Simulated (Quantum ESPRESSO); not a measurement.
Here is a Quantum ESPRESSO 7.5 calculation.

pw.in

```
&CONTROL
  calculation = 'scf'
  prefix = 'pwscf'
  outdir = './tmp'
  pseudo_dir = './pseudo'
  tprnfor = .true.
  tstress = .true.
  disk_io = 'low'
/
&SYSTEM
  space_group = 225
  A = 3.615
  nat = 1
  ntyp = 1
  ecutwfc = 45
  ecutrho = 360
  nbnd = 16
  occupations = 'smearing'
  smearing = 'fd'
  degauss = 0.00367493
  vdw_corr = 'grimme-d3'
  dftd3_version = 3
/
&ELECTRONS
  conv_thr = 2d-10
  electron_maxstep = 120
  mixing_beta = 0.5
/
ATOMIC_SPECIES
Cu    63.5460 cu_pbesol_v1.2.uspp.F.UPF
ATOMIC_POSITIONS crystal_sg
Cu     0.0000000000    0.0000000000    0.0000000000
K_POINTS automatic
13 13 13 0 0 0
```

File bands.in:

```
&CONTROL
  calculation = 'bands'
  prefix = 'pwscf'
  outdir = './tmp'
  pseudo_dir = './pseudo'
  disk_io = 'low'
  verbosity = 'high'
/
&SYSTEM
  space_group = 225
  A = 3.615
  nat = 1
  ntyp = 1
  ecutwfc = 45
  ecutrho = 360
  nbnd = 16
  occupations = 'smearing'
  smearing = 'fd'
  degauss = 0.00367493
  vdw_corr = 'grimme-d3'
  dftd3_version = 3
/
&ELECTRONS
  conv_thr = 1d-08
  electron_maxstep = 120
  mixing_beta = 0.5
  diago_full_acc = .true.
/
ATOMIC_SPECIES
Cu    63.5460 cu_pbesol_v1.2.uspp.F.UPF
ATOMIC_POSITIONS crystal_sg
Cu     0.0000000000    0.0000000000    0.0000000000
K_POINTS crystal
60
 0.0000000000  0.0000000000  0.0000000000 1
 0.0625000000  0.0000000000  0.0625000000 1
 0.1250000000  0.0000000000  0.1250000000 1
 0.1875000000  0.0000000000  0.1875000000 1
 0.2500000000  0.0000000000  0.2500000000 1
 0.3125000000  0.0000000000  0.3125000000 1
 0.3750000000  0.0000000000  0.3750000000 1
 0.4375000000  0.0000000000  0.4375000000 1
 0.5000000000  0.0000000000  0.5000000000 1
 0.5000000000  0.0625000000  0.5625000000 1
 0.5000000000  0.1250000000  0.6250000000 1
 0.5000000000  0.1875000000  0.6875000000 1
 0.5000000000  0.2500000000  0.7500000000 1
 0.4375000000  0.3125000000  0.7500000000 1
 0.3750000000  0.3750000000  0.7500000000 1
 0.3375000000  0.3375000000  0.6750000000 1
 0.3000000000  0.3000000000  0.6000000000 1
 0.2625000000  0.2625000000  0.5250000000 1
 0.2250000000  0.2250000000  0.4500000000 1
 0.1875000000  0.1875000000  0.3750000000 1
 0.1500000000  0.1500000000  0.3000000000 1
 0.1125000000  0.1125000000  0.2250000000 1
 0.0750000000  0.0750000000  0.1500000000 1
 0.0375000000  0.0375000000  0.0750000000 1
 0.0000000000  0.0000000000  0.0000000000 1
 0.0625000000  0.0625000000  0.0625000000 1
 0.1250000000  0.1250000000  0.1250000000 1
 0.1875000000  0.1875000000  0.1875000000 1
 0.2500000000  0.2500000000  0.2500000000 1
 0.3125000000  0.3125000000  0.3125000000 1
 0.3750000000  0.3750000000  0.3750000000 1
 0.4375000000  0.4375000000  0.4375000000 1
 0.5000000000  0.5000000000  0.5000000000 1
 0.5250000000  0.4500000000  0.5250000000 1
 0.5500000000  0.4000000000  0.5500000000 1
 0.5750000000  0.3500000000  0.5750000000 1
 0.6000000000  0.3000000000  0.6000000000 1
 0.6250000000  0.2500000000  0.6250000000 1
 0.5833333333  0.2500000000  0.6666666667 1
 0.5416666667  0.2500000000  0.7083333333 1
 0.5000000000  0.2500000000  0.7500000000 1
 0.5000000000  0.2857142857  0.7142857143 1
 0.5000000000  0.3214285714  0.6785714286 1
 0.5000000000  0.3571428571  0.6428571429 1
 0.5000000000  0.3928571429  0.6071428571 1
 0.5000000000  0.4285714286  0.5714285714 1
 0.5000000000  0.4642857143  0.5357142857 1
 0.5000000000  0.5000000000  0.5000000000 1
 0.4821428571  0.4821428571  0.5357142857 1
 0.4642857143  0.4642857143  0.5714285714 1
 0.4464285714  0.4464285714  0.6071428571 1
 0.4285714286  0.4285714286  0.6428571429 1
 0.4107142857  0.4107142857  0.6785714286 1
 0.3928571429  0.3928571429  0.7142857143 1
 0.3750000000  0.3750000000  0.7500000000 1
 0.6250000000  0.2500000000  0.6250000000 1
 0.5937500000  0.1875000000  0.5937500000 1
 0.5625000000  0.1250000000  0.5625000000 1
 0.5312500000  0.0625000000  0.5312500000 1
 0.5000000000  0.0000000000  0.5000000000 1
```

Potentials or basis: GBRV 1.5 PBEsol.

Launch:

```bash
$ OMP_NUM_THREADS=1 pw.x -in pw.in > pw.out
$ OMP_NUM_THREADS=1 pw.x -in bands.in > bands.out
```

(1) Estimate the pressure.

(2) Predict the band gap on the k mesh.

Answers

(1) -12.0 GPa.

(2) none (metal or under the smearing width).

Caveat: pairwise dispersion overbinds metals, which lowers pressure and volume.
